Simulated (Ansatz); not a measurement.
SnO2:

```
CELL_PARAMETERS angstrom
1.61709 0.93363 4.80059
-1.61709 0.93363 4.80059
0.00000 -1.86726 4.80059
ATOMIC_POSITIONS crystal
Sn 0.50000 0.50000 0.50000
O 0.76283 0.76283 0.76283
O 0.23717 0.23717 0.23717
```

Measurements of this composition are mostly on another form, of space group No. 136.

Base run:

```yaml
Program: Ansatz 0.2.0
Functional: PBEsol
Potentials_or_basis: Ansatz PAW
Cutoff: 420 eV
Density_cutoff: 1680 eV
k_mesh: 10 × 10 × 10
Occupations: fermi-dirac, width 0.05 eV
Spin: no spin polarisation
```

Its results: band gap on the k mesh 1.87 eV, indirect (least direct gap 1.98 eV); pressure -5.1 GPa; largest force 0.394 eV/Å.

Problem. The run is repeated on the same cell with these changes: functional from PBEsol to r2SCAN; cutoff from 420 eV to 500 eV; density cutoff from 1680 eV to 2000 eV. What comes out?

Solution. Band gap on the k mesh 2.43 eV, indirect (least direct gap 2.55 eV); pressure -7.2 GPa; largest force 0.631 eV/Å.

r2SCAN gives the wider gap, since meta-GGAs in the generalised Kohn-Sham scheme recover part of the derivative discontinuity.

Caveats: spin-orbit coupling is left out, which moves the levels of the heavy elements; the PAW data sets come from PBE, with cores solved anew for the run's functional, which leaves a small shift of forces and pressure.

Not every run made on this cell is shown here.
